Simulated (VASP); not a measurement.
## CoO: work function with PBE

Slab: CoO, a slab with vacuum.

```
CELL_PARAMETERS angstrom
3.01440 0.00000 0.00000
0.00000 3.01440 0.00000
0.00000 0.00000 25.65750
ATOMIC_POSITIONS crystal
Co 0.50000 0.50000 0.29231
Co 0.00000 0.00000 0.37539
Co 0.50000 0.50000 0.45846
Co 0.00000 0.00000 0.54154
Co 0.50000 0.50000 0.62461
Co 0.00000 0.00000 0.70769
O 0.00000 0.00000 0.29231
O 0.50000 0.50000 0.37539
O 0.00000 0.00000 0.45846
O 0.50000 0.50000 0.54154
O 0.00000 0.00000 0.62461
O 0.50000 0.50000 0.70769
```

The cell isn't the ideal one: the (1 0 0) slab of CoO, cut from the database cell, not relaxed.

```
Program                : VASP 6.6.1
Task                   : work function
Functional             : PBE
Potentials or basis    : VASP PAW PBE potentials, release 64 (Co, O)
Cutoff                 : 520 eV
k mesh                 : 9 × 9 × 1
Occupations            : gaussian, width 0.05 eV
Spin                   : collinear spin, ferromagnetic start
Starting moments       : [2.0, 2.0, 2.0, 2.0, 2.0, 2.0, 0.0, 0.0, 0.0, 0.0, 0.0, 0.0] μB
Dipole correction      : yes
Further INCAR settings : ALGO = Normal; EDIFF = 1e-06
```

- Largest force: 0.366 eV/Å
- Band gap on the k mesh: none (metal or under the smearing width)
- Net moment: 17.70 μB per cell
- Site moments: Co +2.51, +2.61, +2.60; O +0.27, +0.33, +0.32 μB
- Valence electrons inside the program's atomic spheres: Co 7.71, 7.78; O 4.93, 4.98
- Work function of the upper face: 3.93 eV
- Work function of the lower face: 3.93 eV

Forces on the atoms (eV/Å):
```
Co   0.000  0.000  0.366
Co   0.000  0.000 -0.173
Co   0.000  0.000 -0.010
Co   0.000  0.000  0.010
Co   0.000  0.000  0.173
Co   0.000  0.000 -0.366
O    0.000  0.000 -0.110
O    0.000  0.000 -0.040
O    0.000  0.000  0.059
O    0.000  0.000 -0.059
O    0.000  0.000  0.040
O    0.000  0.000  0.110
```

Levels at points of the mesh, in eV from the Fermi level:
Spin up:
```csv
k point,band 52,band 53,band 54,band 55,band 56,band 57
"(0.00, 0.00, 0.00)",-1.87,-1.87,-1.79,0.88,1.18,2.29
```
Spin down:
```tsv
k point	band 32	band 33	band 34	band 35	band 36	band 37	band 38	band 39	band 40	band 41
(0.00, 0.00, 0.00)	-0.91	-0.58	-0.58	-0.25	-0.25	0.00	0.00	0.07	0.10	0.10
```

Wall time 31 min on 1 thread of Intel(R) Xeon(R) Platinum 8488C (Sapphire Rapids), with other jobs on the host, peak memory 0.56 GiB.

Caveat: semilocal functionals often make such compounds metallic where correlation or magnetic order opens a gap, which also shifts bond lengths.
